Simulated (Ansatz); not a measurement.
Given:

RuO₂:
Space group P4₂/mnm (No. 136); a = b = 4.467 Å, c = 3.093 Å, α = β = γ = 90.00°

```json
[
 {"atom": "Ru", "site": "2a", "symmetry": "m.mm", "x": "0.0000", "y": "0.0000", "z": "0.0000"},
 {"atom": "O", "site": "4f", "symmetry": "m.2m", "x": "0.3061", "y": "0.3061", "z": "0.0000"}
]
```

This is the PBEsol-relaxed structure.

Problem. All from PBEsol (plane waves, PAW; program Ansatz), unless another level is named. Give the Poisson's ratio.

Solution. 0.35.

Problem. Predict the highest zone-centre frequency.

Solution. 88.1 meV.

Space group P4_2/mnm (rutile). The cell was relaxed with PBEsol under the symmetry of its start. The run is not spin-polarised.

Potentials: the earlier of the program's two PAW sets. The files were generated under PBE; for other functionals the program regenerates the frozen cores, and for LDA and PBEsol the local potential too.
